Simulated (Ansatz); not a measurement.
# Ru (P6_3/mmc) in Ansatz: settings compared

One crystal, Ru, is run at these levels: LDA, PBE; tasks: band structure, single point, equation of state.

Everything below comes from runs of Ansatz 0.2.0. Logs are shortened: lines on timing, memory, paths and dates and some standing lists are left out, and cuts for length are marked.

### 1 The structure

It takes space group P6_3/mmc (No. 194, hexagonal). The conventional cell has a = 2.706 Å, b = 2.706 Å, c = 4.282 Å, α = 90.00°, β = 90.00°, γ = 120.00°. Ru (site symmetry -6m2) is surrounded by 12 Ru at 2.65 to 2.71 Å.

### 2 Band structure, LDA

input.yaml reads:

```yaml
crystal:
  lattice:
    - [2.7058, 0.0, 0.0]
    - [-1.3529, 2.3432915376, 0.0]
    - [0.0, 0.0, 4.2819]
  atoms:
    - { symbol: Ru, position: [0.6666666667, 0.3333333333, 0.75] }
    - { symbol: Ru, position: [0.3333333333, 0.6666666667, 0.25] }
hamiltonian:
  xc: lda
  pseudopotentials: { kind: paw }
kpoints:
  mp_grid: { grid: [11, 11, 6] }
  band_path:
    path:
      - [[0.0, 0.0, 0.0], [0.5, 0.0, 0.0], [0.3333333333, 0.3333333333, 0.0], [0.0, 0.0, 0.0], [0.0, 0.0, 0.5], [0.5, 0.0, 0.5], [0.3333333333, 0.3333333333, 0.5], [0.0, 0.0, 0.5]]
      - [[0.5, 0.0, 0.5], [0.5, 0.0, 0.0]]
      - [[0.3333333333, 0.3333333333, 0.0], [0.3333333333, 0.3333333333, 0.5]]
    npoints: 14
scf:
  occupations: { method: fermi_dirac, width: 0.05 }
  n_extra_bands: 6
output:
  forces: true
  stress: true
  eigenvalues: true
  fatbands: true
  write_density: true
  write_potential: true
  elf: true
  volumetric_format: npy
```

Potentials or basis: Ansatz PAW.

The run is started by

```
ansatz run input.yaml --threads 2 --pin off --max-ram 5120MiB --backend cpu --events-out ev --progress --plain --runs-dir out
```

Log:

```text
Warning: RAYON_NUM_THREADS=2 ignored (pool sized by the plan → 2); use --threads N
scf.n_extra_bands = 6 over 16 filled bands (N_el = 32.0): the run solves 22 bands
Engine: ansatz 0.2.0, x86_64-unknown-linux-gnu
Pseudopotentials: kind: paw
Pseudopotential: Ru, paw, valence charge 16, recommended cutoff 420 eV (normal), Ru.paw.azcp
Functional definition: SPW92
  exchange = slater_x
  correlation = pw_c
Crystal: 2 atoms, lattice volume = 27.149 Å³
Basis set: ecut = 420 eV, 537 PW (Γ)
Bands: 22, of which v1, the nominal top of the filled ones, is band 16 counted from 1 (15 counted from 0)
Symmetry: 24 space group operations
Space group: P63/mmc (ITA 194), of the structure as read, at distance tolerance 3.0e-5 Å
k-points: 64 of 726
Non-local potential: Ru, projectors of the file, l = 0: 3, l = 1: 2, l = 2: 2, l = 3: 1
PAW form: soft (Blöchl's): semilocal exchange-correlation on the pseudo side does not see the compensation charge
PAW frozen core: Ru, regenerated for the run's functional, and the local potential with it (the file was generated under x = pbe(κ = 0.804, μ = 0.2195149727645171), c = pbe(β = 0.06672455060314922))
PAW one-centre angular grid: Ru, 590 points (default); XC on 64 Gauss nodes
Initial density: superposition of atomic densities (neutral atoms: chi_scale 0, normalization atom), corrected by the library's trained network
Initial wavefunctions: pseudopotential atomic-orbital guess
Functional: x = slater, c = lda
SCF iter   1: F=—  HF=-11516.549698 eV  |F-HF|=—  |Δ(HF+E_count)|=         —  Δρ=1.01e-2  dr2=1.28e-2  ethr=1.77e-3  ⟨swp⟩=5.1  Hψ=6265  notcnv=0
preconditioner: auto → none  [metal: Δε(μ)=0.032 eV  Ē_g=9.100 eV  σ=0.050 eV  W_gap=0.16  n_scr=8 (ndim 8)  ℏωp=28.5 eV  f_vac=0.000  D(μ)=2.05/eV (n_scr^D=22)  sad-step TF]
SCF iter   2: F=—  HF=-11516.548074 eV  |F-HF|=—  |Δ(HF+E_count)|=   1.62e-3  Δρ=5.43e-3  dr2=3.40e-3  ethr=3.99e-5  ⟨swp⟩=2.4  Hψ=2352  notcnv=0
SCF iter   3: F=—  HF=-11516.547589 eV  |F-HF|=—  |Δ(HF+E_count)|=   4.84e-4  Δρ=3.30e-4  dr2=1.39e-5  ethr=1.06e-5  ⟨swp⟩=2.1  Hψ=1864  notcnv=0
SCF iter   4: F=—  HF=-11516.547589 eV  |F-HF|=—  |Δ(HF+E_count)|=   3.38e-7  Δρ=7.67e-5  dr2=4.46e-7  ethr=4.34e-8  ⟨swp⟩=2.0  Hψ=2398  notcnv=0
iter 5 did not close the SCF: its close was put off for the readings that it lacked (scf_convergence_deferred on its scf_iter line)
SCF iter   5: F=-11516.547590 eV  HF=-11516.547590 eV  |F-HF|=4.00e-8  |Δ(HF+E_count)|=   7.05e-7  Δρ=2.05e-5  dr2=5.32e-8  ethr=1.39e-9  ⟨swp⟩=2.3  Hψ=2062  notcnv=0
SCF iter   6: F=-11516.547590 eV  HF=-11516.547590 eV  |F-HF|=4.62e-10  |Δ(HF+E_count)|=   2.17e-8  Δρ=5.40e-6  dr2=2.32e-9  ethr=1.66e-10  ⟨swp⟩=6.4  Hψ=8247  notcnv=0
SCF 1 converged in 6 iterations: F = -11516.547590 eV  dr2 = 2.32e-9
NSCF: frozen V_eff on 129 k-points
SCF converged after 6 iterations
Free energy (F): -11516.547590 eV
Harris-Foulkes:  -11516.547590 eV  (|F-HF|=4.62e-10)
Internal energy: -11516.530751 eV  (E = F + TS)
E sigma→0 (E₀):  -11516.539170 eV
Entropy (-TS):   -0.016839 eV (-8.419 meV/atom)
Fermi energy:    23.144209 eV
--- Per-component energies (eV) ---
  E_band       = -114.538887
  E_kinetic    = 1028.194529
  E_local      = -2524.432726  (includes V_loc(G=0)·N_el)
  E_nonlocal   = 696.374904
  E_hartree    = 806.111950
  E_xc         = -379.074521
  E_vxc        = -477.804835  (∫ρ·V_xc dr)
  E_paw        = -6682.392507  (= ΣΔE_a)
  E_vpaw       = -449.095168  (= ΣTr[D̂ρ^β])
  E_aug_tail   = -0.000479  (compensation charges beyond the density's cutoff)
  E_ewald      = -4462.455271
  E_core_change = 1.143370  (= ΣΔE_core)
  E_smearing   = -0.016839  (= −TS)
  E_closure    = 0.000000  (closes the sum)
  Σ components = -11516.547590   (vs F -11516.547590, Δ=0.00e0)
--- Forces (eV/Å), atoms counted from 1 ---
  atom   1  Ru     0.00000000     0.00000000    -0.00000000
  atom   2  Ru    -0.00000000    -0.00000000     0.00000000
  max |Σ_I F_I| component: 1.85e-17 eV/Å
--- Stress (GPa, compression-positive) ---
      -11.958998       0.000000      -0.000000
        0.000000     -11.958998      -0.000000
       -0.000000      -0.000000     -12.829923
  P = ⅓ Tr σ = -12.2493 GPa (-122.493 kbar)
--- Band table (eV; the first three rows and the last of 64) ---
  k-point 0: bands = ["-49.7796", "-49.5716", "-20.3265", "-19.3822", "-19.3822", "-19.2104", "-19.2104", "-19.1697", "15.1665", "16.9774", "20.6031", "20.6031", "20.7757", "21.2882", "21.2882", "21.8193", "21.8193", "24.4116", "24.4116", "24.4917", "33.4482", "38.0412"]
  k-point 1: bands = ["-49.7658", "-49.5858", "-20.2524", "-19.3708", "-19.3708", "-19.2509", "-19.2220", "-19.2220", "15.4743", "17.0756", "20.4515", "20.4515", "20.6272", "21.1134", "21.1134", "22.2140", "22.2140", "23.5278", "24.4180", "24.4180", "34.7343", "37.5431"]
  k-point 2: bands = ["-49.7282", "-49.6242", "-20.0476", "-19.4697", "-19.3396", "-19.3396", "-19.2536", "-19.2536", "16.2833", "17.2621", "20.3297", "20.3297", "20.3378", "20.7468", "20.7468", "21.7314", "22.9964", "22.9964", "24.2663", "24.2663", "37.2388", "37.3492"]
  k-point 63: bands = ["-49.5562", "-49.5562", "-20.0986", "-20.0986", "-19.7892", "-19.7892", "-19.3708", "-19.3708", "18.3068", "18.3068", "19.2205", "19.2205", "20.4857", "20.4857", "22.1128", "22.1128", "24.5037", "24.5037", "30.9566", "30.9566", "34.0408", "34.0408"]
```

It took 1.7 s on 2 threads of Intel Xeon Platinum 8488C (Sapphire Rapids), shared host; peak memory 0.39 GiB.

What came out:

```yaml
Free_energy: -11516.5476 eV
Pressure: -12.2 GPa
Band_gap_on_the_k_mesh: none (metal or under the smearing width)
```

Levels at the corners of the path, in eV from the Fermi level:
```csv
point,band 14,band 15,band 16,band 17,band 18,band 19
Γ,-1.86,-1.86,-1.32,-1.32,1.27,1.27
M,-1.74,-1.47,1.51,1.93,2.01,4.14
K,-2.78,-1.01,1.08,1.08,1.53,7.10
Γ,-1.86,-1.86,-1.32,-1.32,1.27,1.27
A,-2.71,-2.67,-2.67,0.62,0.62,0.62
L,-0.99,0.51,0.51,1.77,1.77,3.46
H,-2.65,-1.12,-1.12,1.30,1.30,8.49
A,-2.71,-2.67,-2.67,0.62,0.62,0.62
L,-0.99,0.51,0.51,1.77,1.77,3.46
M,-1.74,-1.47,1.51,1.93,2.01,4.14
K,-2.78,-1.01,1.08,1.08,1.53,7.10
H,-2.65,-1.12,-1.12,1.30,1.30,8.49
```

Caveat: the PAW data sets come from PBE, with cores solved anew for the run's functional, which leaves a small shift of forces and pressure.

### 3 Single point, PBE, 12.76 Å³/atom (volume scaled by 0.94)

input.yaml reads:

```yaml
crystal:
  lattice:
    - [2.650564093, 0.0, 0.0]
    - [-1.3252820465, 2.2954558389, 0.0]
    - [0.0, 0.0, 4.1944897589]
  atoms:
    - { symbol: Ru, position: [0.6666666667, 0.3333333333, 0.75] }
    - { symbol: Ru, position: [0.3333333333, 0.6666666667, 0.25] }
hamiltonian:
  xc: pbe
  pseudopotentials: { kind: paw }
kpoints:
  mp_grid: { grid: [11, 11, 6] }
scf:
  occupations: { method: fermi_dirac, width: 0.05 }
output:
  forces: true
  stress: true
  eigenvalues: true
```

Potentials or basis: Ansatz PAW.

The run is started by

```
ansatz run input.yaml --threads 2 --pin off --max-ram 5120MiB --backend cpu --events-out ev --progress --plain --runs-dir out
```

Wall time 0.61 s (2 threads of Intel Xeon Platinum 8488C (Sapphire Rapids), shared host); peak memory 0.39 GiB.

The run converged. Its results:

| Property | Result |
| --- | --- |
| Free energy | -11757.2073 eV |
| Pressure | 28.5 GPa |
| Band gap on the k mesh | none (metal or under the smearing width) |

### 4 Single point, PBE, 13.03 Å³/atom (volume scaled by 0.96)

Edit input.yaml of step 3 so:

```diff
@@ -2,5 +2,5 @@
   lattice:
-    - [2.650564093, 0.0, 0.0]
-    - [-1.3252820465, 2.2954558389, 0.0]
-    - [0.0, 0.0, 4.1944897589]
+    - [2.6692306523, 0.0, 0.0]
+    - [-1.3346153261, 2.3116215535, 0.0]
+    - [0.0, 0.0, 4.2240293924]
   atoms:
```

The run is started by

```
ansatz run input.yaml --threads 2 --pin off --max-ram 5120MiB --backend cpu --events-out ev --progress --plain --runs-dir out
```

Run time: 0.6 s. Hardware: 2 threads of Intel Xeon Platinum 8488C (Sapphire Rapids), shared host; peak memory 0.4 GiB.

The run converged. Its results:

* Free energy: -11757.2885 eV
* Pressure: 19.6 GPa
* Band gap on the k mesh: none (metal or under the smearing width)

### 5 Single point, PBE, 13.30 Å³/atom (volume scaled by 0.98)

Edit input.yaml of step 4 so:

```diff
@@ -2,5 +2,5 @@
   lattice:
-    - [2.6692306523, 0.0, 0.0]
-    - [-1.3346153261, 2.3116215535, 0.0]
-    - [0.0, 0.0, 4.2240293924]
+    - [2.6876397213, 0.0, 0.0]
+    - [-1.3438198606, 2.3275642749, 0.0]
+    - [0.0, 0.0, 4.2531615502]
   atoms:
```

The run is started by

```
ansatz run input.yaml --threads 2 --pin off --max-ram 5120MiB --backend cpu --events-out ev --progress --plain --runs-dir out
```

It took 0.61 s on 2 threads of Intel Xeon Platinum 8488C (Sapphire Rapids), shared host; peak memory 0.39 GiB.

The run converged. Its results:

| Item | Value |
| --- | --- |
| Free energy | -11757.3412 eV |
| Pressure | 11.7 GPa |
| Band gap on the k mesh | none (metal or under the smearing width) |

### 6 Single point, PBE, 13.57 Å³/atom

Edit input.yaml of step 5 so:

```diff
@@ -2,5 +2,5 @@
   lattice:
-    - [2.6876397213, 0.0, 0.0]
-    - [-1.3438198606, 2.3275642749, 0.0]
-    - [0.0, 0.0, 4.2531615502]
+    - [2.7058, 0.0, 0.0]
+    - [-1.3529, 2.3432915376, 0.0]
+    - [0.0, 0.0, 4.2819]
   atoms:
@@ -19 +19,5 @@
   eigenvalues: true
+  write_density: true
+  write_potential: true
+  elf: true
+  volumetric_format: npy
```

Potentials or basis: Ansatz PAW.

The run is started by

```
ansatz run input.yaml --threads 2 --pin off --max-ram 5120MiB --backend cpu --events-out ev --progress --plain --runs-dir out
```

Run time: 0.8 s. Hardware: 2 threads of Intel Xeon Platinum 8488C (Sapphire Rapids), shared host; peak memory 0.4 GiB.

It converged, with:

```yaml
Free_energy: -11757.3685 eV
Pressure: 4.6 GPa
Band_gap_on_the_k_mesh: none (metal or under the smearing width)
```

### 7 Single point, PBE, 13.85 Å³/atom (volume scaled by 1.02)

Edit input.yaml of step 6 so:

```diff
@@ -2,5 +2,5 @@
   lattice:
-    - [2.7058, 0.0, 0.0]
-    - [-1.3529, 2.3432915376, 0.0]
-    - [0.0, 0.0, 4.2819]
+    - [2.7237197275, 0.0, 0.0]
+    - [-1.3618598638, 2.3588104769, 0.0]
+    - [0.0, 0.0, 4.3102577801]
   atoms:
@@ -19,5 +19 @@
   eigenvalues: true
-  write_density: true
-  write_potential: true
-  elf: true
-  volumetric_format: npy
```

The run is started by

```
ansatz run input.yaml --threads 2 --pin off --max-ram 5120MiB --backend cpu --events-out ev --progress --plain --runs-dir out
```

Run time: 0.62 s. Hardware: 2 threads of Intel Xeon Platinum 8488C (Sapphire Rapids), shared host; peak memory 0.4 GiB.

The run converged. Its results:

```
Free energy            : -11757.3731 eV
Pressure               : -1.7 GPa
Band gap on the k mesh : none (metal or under the smearing width)
```

### 8 Single point, PBE, 14.12 Å³/atom (volume scaled by 1.04)

Edit input.yaml of step 7 so:

```diff
@@ -2,5 +2,5 @@
   lattice:
-    - [2.7237197275, 0.0, 0.0]
-    - [-1.3618598638, 2.3588104769, 0.0]
-    - [0.0, 0.0, 4.3102577801]
+    - [2.7414067149, 0.0, 0.0]
+    - [-1.3707033574, 2.3741278572, 0.0]
+    - [0.0, 0.0, 4.3382472512]
   atoms:
@@ -19 +19,5 @@
   eigenvalues: true
+  write_density: true
+  write_potential: true
+  elf: true
+  volumetric_format: npy
```

The run is started by

```
ansatz run input.yaml --threads 2 --pin off --max-ram 5120MiB --backend cpu --events-out ev --progress --plain --runs-dir out
```

It took 0.83 s on 2 threads of Intel Xeon Platinum 8488C (Sapphire Rapids), shared host; peak memory 0.41 GiB.

It converged, with:

```yaml
Free_energy: -11757.3576 eV
Pressure: -7.3 GPa
Band_gap_on_the_k_mesh: none (metal or under the smearing width)
```

### 9 Single point, PBE, 14.39 Å³/atom (volume scaled by 1.06)

Edit input.yaml of step 8 so:

```diff
@@ -2,5 +2,5 @@
   lattice:
-    - [2.7414067149, 0.0, 0.0]
-    - [-1.3707033574, 2.3741278572, 0.0]
-    - [0.0, 0.0, 4.3382472512]
+    - [2.7588683749, 0.0, 0.0]
+    - [-1.3794341875, 2.3892500984, 0.0]
+    - [0.0, 0.0, 4.3658801443]
   atoms:
```

Potentials or basis: Ansatz PAW.

The run is started by

```
ansatz run input.yaml --threads 2 --pin off --max-ram 5120MiB --backend cpu --events-out ev --progress --plain --runs-dir out
```

It took 0.84 s on 2 threads of Intel Xeon Platinum 8488C (Sapphire Rapids), shared host; peak memory 0.4 GiB.

Results (log left out):

```yaml
Free_energy: -11757.3240 eV
Pressure: -12.3 GPa
Band_gap_on_the_k_mesh: none (metal or under the smearing width)
```

### 10 Equation of state, PBE

Potentials or basis: Ansatz PAW.

This step only gathers the single runs of the series.

What came out:

* Equilibrium volume: 13.77 Å³/atom
* Bulk modulus at fixed shape and positions: 312 GPa
* Pressure derivative of the bulk modulus: 4.8

Energy against volume, from the lowest point:
| volume (Å³/atom) | energy (meV/atom) |
| --- | --- |
| 12.760 | 82.90 |
| 13.032 | 42.31 |
| 13.303 | 15.96 |
| 13.575 | 2.31 |
| 13.846 | 0.00 |
| 14.118 | 7.77 |
| 14.389 | 24.54 |

Caveat: the cell was scaled at fixed shape and fractional positions, which overstates the stiffness of a crystal with free parameters, most of all of layers and chains.
